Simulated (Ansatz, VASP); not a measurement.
TiSe2: VASP beside Ansatz

```xyz
3
Lattice="3.4826 0.0000 0.0000 -1.7413 3.0160 0.0000 0.0000 0.0000 5.8593" Properties=species:S:1:pos:R:3 pbc="T T T"
Ti    0.0000    0.0000    0.0000
Se    0.0000    2.0107    1.5524
Se    1.7413    1.0053    4.3070
```

Alike in both runs: functional PBE; dispersion D3(BJ); k mesh 12 × 12 × 6; occupations gaussian, width 0.05 eV; no spin polarisation.

Ansatz relaxed the structure, and its values are those at the end. VASP's run is a single point on that final structure, the one shown.

|  | VASP | Ansatz |
| --- | --- | --- |
| version | VASP 6.6.1 | Ansatz 0.2.0 |
| potentials or method | VASP PAW PBE potentials, release 64 (Ti_sv, Se) | scalar-relativistic, plane waves, PAW |
| plane-wave cutoff (eV) | 520 | 420 |
| valence electrons in the cell | 24 | 44 |

|  | VASP | Ansatz | Ansatz less VASP |
| --- | --- | --- | --- |
| gap on the k mesh at the Fermi level (eV) | none | none | - |
| pressure (GPa) | 0.1 | 0.0 | -0.11 |
| rms of the force components (eV/Å) | 0.009 | 0.000 | -0.0087 |

A gap of «none» marks a metal or a gap that the smearing closes. The two sets of potentials don't hold the same shells in valence.

Caveats: pairwise dispersion overbinds metals, which lowers pressure and volume.
